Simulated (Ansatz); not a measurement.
```xyz
2
Lattice="0.0000 2.6498 2.6498 2.6498 0.0000 2.6498 2.6498 2.6498 0.0000" Properties=species:S:1:pos:R:3 pbc="T T T"
Zn    0.0000    0.0000    0.0000
S     1.3249    1.3249    1.3249
```

RPA correlation and exact exchange on PBE orbitals, all-electron datasets in plane waves (scalar-relativistic, Gaussian nuclei) (Ansatz); 4×4×4 mesh, wave cutoff 3300 eV, correlation extrapolated to infinite response cutoff from cutoffs up to 280 eV, 46 electrons, all correlated, 255 empty bands, long-wavelength term: optical limit. The band count ends below the top response cutoff.

The cell is then scaled evenly to 1.128 times this volume.

Energy change of the cell: PBE -0.056 eV (mean pressure +1.9 GPa).

Problem. What change follows for the Hartree-Fock expression on these orbitals, RPA correlation and the RPA total?

Solution. The Hartree-Fock expression on these orbitals: -0.242 eV (mean pressure +8.2 GPa). RPA correlation: +0.290 eV (mean pressure -9.8 GPa). The RPA total: +0.048 eV (mean pressure -1.6 GPa).

This ran on a trial build of the method. The cell is a model at fixed atoms and needn't be the relaxed known crystal. The program warned that its long-wavelength term hit its cap (in one of the runs). The correlation step scatters with the plane-wave count, here by about 0.01 eV. The mesh is coarse, so these steps aren't converged.
